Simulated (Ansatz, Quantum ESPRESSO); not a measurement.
**SnO2: programs and potentials compared**

```xyz
3
Lattice="1.6171 0.9336 4.8006 -1.6171 0.9336 4.8006 0.0000 -1.8673 4.8006" Properties=species:S:1:pos:R:3 pbc="T T T"
Sn    0.0000    0.0000    7.2009
O     0.0000    0.0000   10.9861
O     0.0000    0.0000    3.4157
```

Measurements of this composition are mostly on another form, of space group No. 136.

Alike in all runs: task band structure; functional PBEsol; k mesh 10 × 10 × 10; occupations fermi-dirac, width 0.05 eV; no spin polarisation; no spin-orbit coupling. Pressure is positive in compression and, in plane waves, holds the error of the finite cutoff, which Ansatz's Pulay term estimates and takes out. Gaps are the smaller of the mesh's and the band path's.

| program and potentials | plane-wave cutoff (eV) | notes | band gap (eV) | pressure (GPa) | largest force (eV/Å) |
| --- | --- | --- | --- | --- | --- |
| Ansatz, Ansatz PAW | 420 | potentials made for PBE, which Ansatz adapts in part; Pulay term of +0.77 GPa included | 1.87 | -5.12 | 0.394 |
| Quantum ESPRESSO, GBRV 1.5 PBEsol | 925 | - | 1.86 | -5.02 | 0.377 |
| Ansatz, all-electron LAPW, scalar-relativistic | - | - | 1.87 | -5.15 | 0.398 |

Force on atom 2 (O), eV/Å:

```csv
program and potentials,x,y,z
"Ansatz, Ansatz PAW",0.000,0.000,0.394
"Quantum ESPRESSO, GBRV 1.5 PBEsol",0.000,0.000,0.377
"Ansatz, all-electron LAPW, scalar-relativistic",0.000,0.000,0.398
```

The band gap spans 1.86 (Quantum ESPRESSO, GBRV 1.5 PBEsol) to 1.87 eV (Ansatz, all-electron LAPW, scalar-relativistic), with all-electron results at 1.87. The pressure spans -5.15 (Ansatz, all-electron LAPW, scalar-relativistic) to -5.02 GPa (Quantum ESPRESSO, GBRV 1.5 PBEsol), with all-electron results at -5.15. The paths' points differ, which is worth about 0.01 eV.

Differences between rows come from potentials, basis sets and numerical settings, since the functional is the same but for its coding. Runs on potential files found faulty are left out.
